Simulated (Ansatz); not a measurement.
**MnO under changes of volume**

One of the cells (10.971 Å³/atom); the others are scaled copies at fixed shape and fractional positions:

```
Mn O
1.0
     0.00000    2.22200    2.22200
     2.22200    0.00000    2.22200
     2.22200    2.22200    0.00000
Mn O
1 1
Cartesian
  0.0000 0.0000 0.0000
  2.2220 2.2220 2.2220
```

```yaml
Program: Ansatz 0.2.0
Functional: PBE
Potentials_or_basis: Ansatz PAW
Cutoff: "420 eV (not typed: the program's choice for these potentials)"
k_mesh: 10 × 10 × 10
Occupations: fermi-dirac, width 0.05 eV
Spin: collinear spin, ferromagnetic start
Starting_moments: "[4.0, 0.0] μB"
```

```tsv
volume (Å³/atom)	energy over the lowest point (meV/atom)	pressure (GPa)	moment (μB per cell)
10.312	15.36	6.8	4.57
10.532	7.75	4.4	4.64
10.751	2.85	2.6	4.73
10.971	0.00	0.4	4.79
11.190	1.08	-2.2	4.81
11.409	?	?	?
11.629	12.61	-6.0	4.89
```

Problem. What does the run at 11.409 Å³/atom give?

Solution. Energy over the lowest point 5.68 meV/atom; pressure -4.3 GPa; moment 4.84 μB per cell.

Worked out: A Birch-Murnaghan fit of order 3 (a polynomial in V^(-2/3)) to the other rows has its minimum at 11.03 Å³/atom with B0 = V·E''(V) = 117 GPa (rough, since the energies scatter). It gives 5.01 meV/atom at 11.409 Å³/atom, against the run's 5.68, and -dE/dV = -4.2 GPa, against -4.3. A parabola through the other rows of the moment, of slope 0.138 μB per Å³/atom there, gives 4.86 μB, against the run's 4.84.

Energies are extrapolated to zero smearing.

Caveats: a cell with one magnetic atom can't hold antiferromagnetic order, which such compounds often take.
